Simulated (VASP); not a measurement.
# Na (I4/mmm) in VASP: notebook

The runs below take Na through single point, with PBEsol.

All numbers are computed with VASP 6.6.1; they aren't measurements. Logs are shortened: lines on timing, memory, paths and dates and some standing lists are left out, and cuts for length are marked.

### Step 1. The structure

Symmetry: I4/mmm, No. 139, tetragonal system. Conventional cell: a = 3.828 Å, b = 3.828 Å, c = 5.133 Å, α = 90.00°, β = 90.00°, γ = 90.00°. Around Na (site symmetry 4/mmm) lie 12 Na at 3.73 to 3.83 Å.

This isn't the form of Na at room conditions, which is bcc.

### Step 2. Single point, PBEsol

INCAR

```
SYSTEM = Na
  ALGO = Fast
  EDIFF = 1E-6
  ENCUT = 520
  GGA = PS
  ISIF = 2
  ISMEAR = 0
  LASPH = .TRUE.
  LCHARG = .FALSE.
  LREAL = .FALSE.
  LWAVE = .FALSE.
  NBANDS = 10
  NELM = 80
  PREC = Accurate
  SIGMA = 0.15
```

KPOINTS

```
k-points
0
G
  20 20 20
  0 0 0
```

POSCAR

```
Na
1.0
   -1.9141612958      1.9141612958      2.5664719178
    1.9141612958     -1.9141612958      2.5664719178
    1.9141612958      1.9141612958     -2.5664719178
Na
1
Direct
    0.0000000000      0.0000000000      0.0000000000
```

Potentials or basis: VASP PAW PBE potentials, release 64 (Na_pv).

Launch:

```sh
$ cat potpaw_PBE.64/Na_pv/POTCAR > POTCAR
$ mpirun -np 1 vasp_std > vasp.out
```

OUTCAR:

```text
SYSTEM = Na
   EDIFF = 1E-6
   ENCUT = 520
   GGA = PS
   ISIF = 2
   ISMEAR = 0
   LASPH = .TRUE.
   LREAL = .FALSE.
   NELM = 80
   PREC = Accurate

 ion  position               nearest neighbor table
   1  0.000  0.000  0.000-

  LATTYP: Found a body centered tetragonal cell.
 ALAT       =     3.8283225916
 C/A-ratio  =     1.3407814291

  Lattice vectors:

 A1 = (  -1.9141612958,   1.9141612958,   2.5664719178)
 A2 = (   1.9141612958,  -1.9141612958,   2.5664719178)
 A3 = (   1.9141612958,   1.9141612958,  -2.5664719178)

Analysis of symmetry for initial positions (statically):
=====================================================================
 Subroutine PRICEL returns:
 Original cell was already a primitive cell.

 Routine SETGRP: Setting up the symmetry group for a
 body centered tetragonal supercell.

 Subroutine GETGRP returns: Found 16 space group operations
 (whereof 16 operations were pure point group operations)
 out of a pool of 16 trial point group operations.

The static configuration has the point symmetry D_4h.

Analysis of symmetry for dynamics (positions and initial velocities):
=====================================================================
 Subroutine PRICEL returns:
 Original cell was already a primitive cell.

 Routine SETGRP: Setting up the symmetry group for a
 body centered tetragonal supercell.

 Subroutine GETGRP returns: Found 16 space group operations
 (whereof 16 operations were pure point group operations)
 out of a pool of 16 trial point group operations.

The dynamic configuration has the point symmetry D_4h.

 Subroutine INISYM returns: Found 16 space group operations
 (whereof 16 operations are pure point group operations),
 and found     1 'primitive' translations

----------------------------------------------------------------------------------------

                                     Primitive cell

  volume of cell :      37.6144

  direct lattice vectors                    reciprocal lattice vectors
    -1.914161296  1.914161296  2.566471918     0.000000000  0.261211007  0.194819977
     1.914161296 -1.914161296  2.566471918     0.261211007  0.000000000  0.194819977
     1.914161296  1.914161296 -2.566471918     0.261211007  0.261211007  0.000000000

  length of vectors
     3.730255358  3.730255358  3.730255358     0.325861955  0.325861955  0.369408149

  position of ions in fractional coordinates (direct lattice)
     0.000000000  0.000000000  0.000000000

  ion indices of the primitive-cell ions
   primitive index   ion index
                 1           1

----------------------------------------------------------------------------------------

 KPOINTS: k-points

Automatic generation of k-mesh.
 Grid dimensions read from file:
 generate k-points for:   20   20   20

 Generating k-lattice:

  Cartesian coordinates                     Fractional coordinates (reciprocal lattice)
     0.000000000  0.013060550  0.009740999     0.050000000  0.000000000 -0.000000000
     0.013060550  0.000000000  0.009740999     0.000000000  0.050000000 -0.000000000
     0.013060550  0.013060550  0.000000000     0.000000000  0.000000000  0.050000000

  Length of vectors
     0.016293098  0.016293098  0.018470407

  Shift w.r.t. Gamma in fractional coordinates (k-lattice)
     0.000000000  0.000000000  0.000000000

 Subroutine IBZKPT returns following result:
 ===========================================

 Found    641 irreducible k-points:

 Following reciprocal coordinates:
            Coordinates               Weight
  0.000000  0.000000  0.000000      1.000000
  0.050000  0.000000 -0.000000      8.000000
  0.100000  0.000000  0.000000      8.000000
  0.150000  0.000000 -0.000000      8.000000
  0.200000  0.000000  0.000000      8.000000
  0.250000  0.000000 -0.000000      8.000000
[... 16 lines left out ...]
 -0.400000  0.050000  0.000000     16.000000
 -0.350000  0.050000  0.000000     16.000000
 [... further k-points ...]
   k-points           NKPTS =    641   k-points in BZ     NKDIM =    641   number of bands    NBANDS=     10
   number of dos      NEDOS =    301   number of ions     NIONS =      1
   total plane-waves  NPLWV =  21952
   dimension x,y,z NGX =    28 NGY =   28 NGZ =   28
   dimension x,y,z NGXF=    56 NGYF=   56 NGZF=   56
   ions per type =               1
   NGX,Y,Z   is equivalent  to a cutoff of  12.48, 12.48, 12.48 a.u.
   NGXF,Y,Z  is equivalent  to a cutoff of  24.96, 24.96, 24.96 a.u.
 SYSTEM =  Na
   PREC   = accura    normal or accurate (medium, high low for compatibility)
   ISTART =      0    job   : 0-new  1-cont  2-samecut
   ICHARG =      2    charge: 1-file 2-atom 10-const
   ISPIN  =      1    spin polarized calculation?
   LNONCOLLINEAR =      F non collinear calculations
   LSORBIT =      F    spin-orbit coupling
   LASPH  =      T    aspherical Exc in radial PAW
   ENCUT  =  520.0 eV  38.22 Ry    6.18 a.u.   6.94  6.94  6.94*2*pi/ulx,y,z
   NELM   =     80;   NELMIN=  2; NELMDL= -5     # of ELM steps
   EDIFF  = 0.1E-05   stopping-criterion for ELM
   LREAL  =      F    real-space projection
[... 7 lines left out ...]
   TEBEG  =    0.0;   TEEND  =   0.0 temperature during run
   PSTRESS=    0.0 pullay stress
   NELECT =       7.0000    total number of electrons
   NUPDOWN=      -1.0000    fix difference up-down
   EMIN   =  10.00;   EMAX   =-10.00  energy-range for DOS
   EFERMI =   0.00;   METHOD = LEGACY
   ISMEAR =     0;   SIGMA  =   0.15  broadening in eV -4-tet -1-fermi 0-gaus
   EFERMI_NEDOS =   21; number of points for ismear=-14 and -15
   IALGO  =     68    algorithm
   IMIX   =      4    mixing-type and parameters
     AMIX     =   0.40;   BMIX     =  1.00
     AMIX_MAG =   1.60;   BMIX_MAG =  1.00
  volume/ion in A,a.u.               =      37.61       253.83
  Fermi-wavevector in a.u.,A,eV,Ry     =   0.934666  1.766262 11.886050  0.873600
  Thomas-Fermi vector in A             =   2.061494
   LORBIT       =      0    0 simple, 1 ext, 2 COOP (PROOUT), +10 PAW based schemes
   GGA     = PS    functional components
   LHFCALC =     F    Hartree Fock is set to
   AEXX    =    0.0000 exact exchange contribution
   IVDW    =     0    specifies the selected vdW correction
   LEPSILON=     F    determine dielectric tensor
   LRPA    =     F    only Hartree local field effects (RPA)
 non-spin polarized calculation
 RMM-DIIS sequential band-by-band and
 Gauss-broadening in eV      SIGMA  =   0.15
  energy-cutoff  :      520.00
  volume of cell :       37.61
 maximum number of plane-waves:      1034
   NGX = 13   NGY = 13   NGZ = 13

 number of electron       6.9999995 magnetization

 Free energy of the ion-electron system (eV)
  ---------------------------------------------------
  ext. energy  EPLUGINS =         0.00000000
  ---------------------------------------------------
  free energy    TOTEN  =        -1.40123635 eV

  energy without entropy =       -1.39572325  energy(sigma->0) =       -1.39847980

 E-fermi :   0.2746     XC(G=0):  -6.4625

 val. band max:        0.2630523269   @ k =  -0.3500  -0.4000   0.3500
 cond. band min:       0.2790270034   @ k =   0.5000   0.2500   0.1000
 fundamental gap:      0.0159746765
 Fermi energy:         0.2746413214

 k-point     1 :       0.0000    0.0000    0.0000
  band No.  band energies     occupation
      1     -24.5303      2.00000
      2     -24.5301      2.00000
      3     -24.5301      2.00000
      4      -2.9833      2.00000
      5      11.2309      0.00000
      6      11.2309      0.00000
      7      11.4108      0.00000
      8      12.3737      0.00000
      9      12.8284      0.00000
     10      12.8315      0.00000

 k-point     2 :       0.0500    0.0000   -0.0000
  band No.  band energies     occupation
      1     -24.5310      2.00000
      2     -24.5303      2.00000
      3     -24.5302      2.00000
      4      -2.9420      2.00000
      5      10.4804      0.00000
      6      11.1183      0.00000
      7      11.2685      0.00000
      8      12.5068      0.00000
      9      12.9805      0.00000
     10      13.0114      0.00000

 k-point     3 :       0.1000    0.0000    0.0000
  band No.  band energies     occupation
      1     -24.5334      2.00000
      2     -24.5307      2.00000
      3     -24.5305      2.00000
      4      -2.8184      2.00000
      5       9.2761      0.00000
      6      10.8763      0.00000
      7      11.0833      0.00000
      8      12.3056      0.00000
      9      13.3482      0.00000
     10      13.4235      0.00000

 k-point     4 :       0.1500    0.0000   -0.0000
  band No.  band energies     occupation
      1     -24.5372      2.00000
      2     -24.5313      2.00000
      3     -24.5309      2.00000
      4      -2.6129      2.00000
      5       8.0581      0.00000
      6      10.6182      0.00000
      7      10.8896      0.00000
      8      12.0485      0.00000
      9      13.4917      0.00000
     10      13.8468      0.00000
[... 222 lines left out ...]
 k-point    22 :      -0.4500    0.0500    0.0000
  band No.  band energies     occupation
      1     -24.5622      2.00000
      2     -24.5361      2.00000
      3     -24.5338      2.00000
      4       0.0434      1.97076
      5       2.1900      0.00000
      6       9.4726      0.00000
      7      10.0378      0.00000
      8      11.0175      0.00000
      9      11.6941      0.00000
     10      12.4117      0.00000

 k-point    23 :      -0.4000    0.0500    0.0000
  band No.  band energies     occupation
      1     -24.5593      2.00000
      2     -24.5356      2.00000
      3     -24.5336      2.00000
      4      -0.5915      2.00000
      5       3.0843      0.00000
      6       9.5936      0.00000
      7      10.0714      0.00000
      8      11.0025      0.00000
      9      11.8161      0.00000
     10      12.5759      0.00000

 k-point    24 :      -0.3500    0.0500    0.0000
  band No.  band energies     occupation
      1     -24.5553      2.00000
      2     -24.5348      2.00000
      3     -24.5332      2.00000
      4      -1.1576      2.00000
      5       4.0495      0.00000
      6       9.6859      0.00000
      7      10.1830      0.00000
      8      11.1185      0.00000
      9      11.9404      0.00000
     10      12.8670      0.00000

 [... further k-points ...]

------------------------ aborting loop because EDIFF is reached ----------------------------------------

  FORCE on cell =-STRESS in cart. coord.  units (eV):
  Direction    XX          YY          ZZ          XY          YZ          ZX
  --------------------------------------------------------------------------------------
  -------------------------------------------------------------------------------------
  Total       -0.0436149     -0.0436149     -0.0354590      0.0000000      0.0000000      0.0000000
  in kB       -1.8577715     -1.8577715     -1.5103719      0.0000000      0.0000000      0.0000000
  external PRESSURE =      -1.7419716 kB  Pullay stress =       0.0000000 kB

 VOLUME and BASIS-vectors are now :
 -----------------------------------------------------------------------------
  energy-cutoff  :      520.00
  volume of cell :       37.61
      direct lattice vectors                 reciprocal lattice vectors
    -1.914161296  1.914161296  2.566471918     0.000000000  0.261211007  0.194819977
     1.914161296 -1.914161296  2.566471918     0.261211007  0.000000000  0.194819977
     1.914161296  1.914161296 -2.566471918     0.261211007  0.261211007  0.000000000

 POSITION                                       TOTAL-FORCE (eV/Angst)
 -----------------------------------------------------------------------------------
      0.00000      0.00000      0.00000         0.000000      0.000000     -0.000000
 -----------------------------------------------------------------------------------
    total drift:                                0.000000     -0.000000      0.000000

  FREE ENERGIE OF THE ION-ELECTRON SYSTEM (eV)
  ---------------------------------------------------
  free  energy   TOTEN  =        -1.4012363489 eV

  energy  without entropy=       -1.3957232486  energy(sigma->0) =       -1.39847980
```

It took 3.7 min on 1 thread of AMD EPYC 7R43 (Zen 3), shared host; peak memory 0.26 GiB.

What came out:

| Property | Result |
| --- | --- |
| Free energy | -1.4012 eV |
| Pressure | -0.2 GPa |
| Band gap on the k mesh | none (metal or under the smearing width) |

Caveat: the PAW data sets were made with another functional, which shifts forces and pressure a little.

### Step 3. Single point, PBEsol

INCAR

```
ALGO = Fast
EDIFF = 1E-6
ENCUT = 520
GGA = PS
ISIF = 2
ISMEAR = 0
LASPH = True
LCHARG = False
LREAL = False
LWAVE = False
NBANDS = 10
NELM = 100
PREC = Accurate
SIGMA = 0.15
```

KPOINTS

```
k-points
0
Gamma
  20 20 20
```

POSCAR

```
Na
1.0
   -1.9415101522      1.9415101522      2.4946765583
    1.9415101522     -1.9415101522      2.4946765583
    1.9415101522      1.9415101522     -2.4946765583
Na
1
Direct
    0.0000000000      0.0000000000      0.0000000000
```

Potentials or basis: VASP PAW PBE potentials, release 64 (Na_pv).

Launch:

```sh
$ cat potpaw_PBE.64/Na_pv/POTCAR > POTCAR
$ mpirun -np 1 vasp_std > vasp.out
```

Wall time 3.9 min (1 thread of AMD EPYC 7R43 (Zen 3), shared host); peak memory 0.26 GiB.

Results (log left out):

```yaml
Free_energy: -1.4010 eV
Pressure: -0.2 GPa
Band_gap_on_the_k_mesh: none (metal or under the smearing width)
```

Levels at points of the mesh, in eV from the Fermi level:
```tsv
k point	band 2	band 3	band 4	band 5	band 6	band 7
(0.00, 0.00, 0.00)	-24.80	-24.80	-3.25	10.96	10.96	11.28
(0.50, 0.00, 0.00)	-24.81	-24.80	0.55	0.97	9.43	10.40
(0.50, 0.50, 0.00)	-24.82	-24.81	1.43	1.98	6.56	7.43
(0.50, 0.50, 0.50)	-24.82	-24.82	2.44	2.93	5.68	6.39
```

Caveat: the PAW data sets were made with another functional, which shifts forces and pressure a little.

### Step 4. Single point, PBEsol

This run uses another cell than the first one, of the same volume but with other edges.

INCAR

```
SYSTEM = Na
ALGO = Fast
EDIFF = 1E-6
ENCUT = 520
GGA = PS
ISIF = 2
ISMEAR = 0
LASPH = .True.
LCHARG = .True.
LELF = .True.
LREAL = .False.
LVHAR = .True.
LWAVE = .False.
NBANDS = 10
NELM = 60
PREC = Accurate
SIGMA = 0.15
```

KPOINTS

```
k-points
0
Gamma
  20 20 20
  0 0 0
```

POSCAR

```
Na
1.0
   -1.7301662026      1.7301662026      3.1413615914
    1.7301662026     -1.7301662026      3.1413615914
    1.7301662026      1.7301662026     -3.1413615914
Na
1
Direct
    0.0000000000      0.0000000000      0.0000000000
```

Launch:

```sh
$ cat potpaw_PBE.64/Na_pv/POTCAR > POTCAR
$ mpirun -np 1 vasp_std > vasp.out
```

Wall time 4.9 min (1 thread of AMD EPYC 7R43 (Zen 3), shared host); peak memory 0.27 GiB.

The run converged. Its results:

| Quantity | Value |
| --- | --- |
| Free energy | -1.3805 eV |
| Pressure | -0.1 GPa |
| Band gap on the k mesh | none (metal or under the smearing width) |

Stress tensor (GPa, compression positive):
```
 0.39  0.00  0.00
 0.00  0.39  0.00
 0.00  0.00 -1.04
```

Levels at points of the mesh, in eV from the Fermi level:
| k point | band 2 | band 3 | band 4 | band 5 | band 6 | band 7 |
| --- | --- | --- | --- | --- | --- | --- |
| (0.00, 0.00, 0.00) | -24.83 | -24.83 | -3.25 | 10.75 | 10.81 | 11.70 |
| (0.50, 0.00, 0.00) | -24.84 | -24.83 | 0.63 | 1.08 | 8.07 | 8.15 |
| (0.50, 0.50, 0.00) | -24.87 | -24.83 | 2.67 | 3.13 | 5.91 | 6.34 |
| (0.50, 0.50, 0.50) | -24.84 | -24.84 | 0.40 | 0.75 | 7.79 | 9.01 |

Caveat: the PAW data sets were made with another functional, which shifts forces and pressure a little.
